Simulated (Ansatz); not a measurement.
**AlNi: pressure up to the limit of the methods**

Aim: compress AlNi (NiAs type) step by step, far beyond the usual range, and follow pressure and electronic structure. Methods of the runs shown: PAW.

Computed with Ansatz 0.2.0 (DFT PBE, with the methods named in each step, unless a step's input says otherwise).

## 1. The system as given

It takes space group P6_3/mmc (No. 194, hexagonal). The conventional cell has a = 3.487 Å, b = 3.487 Å, c = 5.404 Å, α = 90.00°, β = 90.00°, γ = 120.00°. Around Ni (site symmetry -3m) lie 6 Al at 2.42 Å and 2 Ni at 2.70 Å. Al (site symmetry -6m2) is surrounded by 6 Ni at 2.42 Å.

Structure file:

```xyz
4
Lattice="3.4867 0.0000 0.0000 -1.7434 3.0196 0.0000 0.0000 0.0000 5.4044" Properties=species:S:1:pos:R:3 pbc="T T T"
Ni    0.0000    0.0000    0.0000
Ni    0.0000    0.0000    2.7022
Al    0.0000    2.0131    1.3511
Al    1.7434    1.0065    4.0533
```

Whether this phase is the stable one at these pressures isn't tested.

Atoms are numbered in the order of the input: Ni1, Ni2, Al3, Al4.

## 2. Cell relaxed at zero pressure, PAW

The input, input.yaml:

```yaml
crystal:
  lattice:
    - [3.4867317866, 0.0, 0.0]
    - [-1.7433658933, 3.0195983034, 0.0]
    - [0.0, 0.0, 5.4044342693]
  atoms:
    - { symbol: Ni, position: [0.0, 0.0, 0.0] }
    - { symbol: Ni, position: [0.0, 0.0, 0.5] }
    - { symbol: Al, position: [0.3333333333, 0.6666666667, 0.25] }
    - { symbol: Al, position: [0.6666666667, 0.3333333333, 0.75] }
kpoints:
  mp_grid: { grid: [11, 11, 7] }
scf:
  occupations: { method: fermi_dirac, width: 0.1 }
hamiltonian:
  xc: pbe
  pseudopotentials: { kind: paw }
output:
  forces: true
  stress: true
  write_density: true
  write_potential: true
  elf: true
  volumetric_format: npy
relax:
  f_tol: 0.005
  max_steps: 40
  cell: {}
```

Command:

```sh
$ ansatz run input.yaml --threads 1 --pin off --max-ram 3072MiB --backend cpu --events-out ev --progress --plain --runs-dir out
```

After this run come: Volume scaled by 1, PAW; Shape and atoms relaxed at 0.94 of the volume, PAW; Volume scaled by 0.94, PAW; Volume scaled by 0.94, PAW (core large); Shape and atoms relaxed at 0.88 of the volume, PAW; Volume scaled by 0.88, PAW; Shape and atoms relaxed at 0.8 of the volume, PAW; Volume scaled by 0.8, PAW; Shape and atoms relaxed at 0.72 of the volume, PAW; Volume scaled by 0.72, PAW; Shape and atoms relaxed at 0.64 of the volume, PAW; Volume scaled by 0.64, PAW; Shape and atoms relaxed at 0.55 of the volume, PAW; Volume scaled by 0.55, PAW; Volume scaled by 0.55, PAW (source ansatz).

Before running it: what results should come out? Wanted: PAW pressure at 0.55 of the volume; fitted bulk modulus at zero pressure.

As calculated:

```
                                  quantity      value
        PAW pressure at 0.55 of the volume  191.8 GPa
fitted bulk modulus at zero pressure (PAW)     70 GPa
                   its pressure derivative       4.43
```

**Reading.** At 0.55 of the starting volume PAW gives 192 GPa. A third-order Birch-Murnaghan curve fits the range only roughly (B₀ = 70 GPa, B′ = 4.43, misfit at most 10.22 GPa). A fit over so wide a range leans to the high pressures, so B₀ can be off by several per cent. No all-electron run checks these rows here, and frozen cores can fail under such compression. The ions are at rest, and the electrons smeared by 0.1 eV. Spin polarisation is left out here, though a magnetic state may lie well lower.
